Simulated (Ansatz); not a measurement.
GeSb₄Te₇ at several levels of theory

One geometry, relaxed with PBE, and single points on it; plane waves with PAW potentials in Ansatz, scalar-relativistic unless the row names spin-orbit coupling. No spin polarisation. Meshes are on the primitive cell of 12 atoms. Gaps are the least over mesh and band path; pressure is positive in compression. Smearing is Gaussian, 0.02 eV.

```
CELL_PARAMETERS angstrom
4.32040 0.00000 0.00000
-2.16020 3.74158 0.00000
0.00000 0.00000 24.56976
ATOMIC_POSITIONS crystal
Ge 0.00000 0.00000 0.50000
Sb 0.66667 0.33333 0.91872
Sb 0.33333 0.66667 0.34882
Sb 0.33333 0.66667 0.08128
Sb 0.66667 0.33333 0.65118
Te 0.33333 0.66667 0.84920
Te 0.66667 0.33333 0.15080
Te 0.00000 0.00000 0.72043
Te 0.66667 0.33333 0.43103
Te 0.33333 0.66667 0.56897
Te 0.00000 0.00000 0.00000
Te 0.00000 0.00000 0.27957
```

| level | cutoff (eV) | k mesh | gap (eV) | pressure (GPa) | rough cost with bands (core-min) |
| --- | --- | --- | --- | --- | --- |
| PBE | 420 | 12×12×2 | 0.37 | 0.0 | 15 |
| r2SCAN | 500 | 12×12×2 | 0.50 | -0.8 | 25 |
| LDA | 420 | 12×12×2 | 0.32 | -3.4 | 16 |

Spin-orbit coupling is left out except in a row that names it, which matters for the bands of heavy elements. Each cell of GeSb4Te7 holds layers, and where no dispersion correction was added their binding is poorly described.